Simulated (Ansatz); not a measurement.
**CsI: a single-point run**

Wanted: a converged single-point run for CsI, and a check of what comes out. The structure is shown as the input types it.

Computed with Ansatz 0.2.0 (density functional or hybrid calculation with the settings of its input, plane waves (as first typed), unless a step's input says otherwise).

3 further runs of the same task are left out: 1 for a known fault of the program, 2 that didn't finish.

## 1. Starting point

The structure is cubic, space group Pm-3m (No. 221). Conventional cell: a = 4.608 Å, b = 4.608 Å, c = 4.608 Å, α = 90.00°, β = 90.00°, γ = 90.00°. Cs (site symmetry m-3m) is surrounded by 8 I at 3.99 Å. I (site symmetry m-3m) is surrounded by 8 Cs at 3.99 Å.

Structure file:

```cif
data_structure
_symmetry_space_group_name_H-M 'Pm-3m'
_symmetry_Int_Tables_number 221
_cell_length_a 4.6081
_cell_length_b 4.6081
_cell_length_c 4.6081
_cell_angle_alpha 90.000
_cell_angle_beta 90.000
_cell_angle_gamma 90.000
_cell_volume 97.85
loop_
_atom_site_label
_atom_site_type_symbol
_atom_site_symmetry_multiplicity
_atom_site_Wyckoff_symbol
_atom_site_fract_x
_atom_site_fract_y
_atom_site_fract_z
_atom_site_occupancy
Cs1 Cs 1 a 0.00000 0.00000 0.00000 1
I1 I 1 b 0.50000 0.50000 0.50000 1
```

## 2. Running it

Contents of input.yaml:

```yaml
crystal:
  lattice:
    - [4.608083457, 0.0, 0.0]
    - [0.0, 4.608083457, 0.0]
    - [0.0, 0.0, 4.608083457]
  atoms:
    - { symbol: Cs, position: [0.0, 0.0, 0.0] }
    - { symbol: I, position: [0.5, 0.5, 0.5] }
kpoints:
  mp_grid: { grid: [2, 4, 6] }
hamiltonian:
  xc: pbe
scf:
  occupations: { method: fixed }
  n_extra_bands: 4
output:
  forces: true
  stress: true
  eigenvalues: true
```

On the command line:

```
ansatz run input.yaml --threads 4 --pin off --max-ram 3686MiB --backend cpu --events-out ev --progress --plain --runs-dir out
```

Q: Will this input give a usable result? If not, why, and what should change?

This run ends as converged, with warnings (symmetry narrowed by mesh). Its log warns: «crystal.symmetry: narrowed to the stabiliser of the k-point mesh — unitary ops 48 → 8; excluded 40 operations that carry a point of the 2×4×6 mesh (shift [0, 0 ...»

In the input, kpoints.mp_grid.grid is [2, 4, 6]. The mesh has lower symmetry than the crystal, so equivalent directions are sampled differently.

To check: set kpoints.mp_grid.grid to [4, 4, 4].
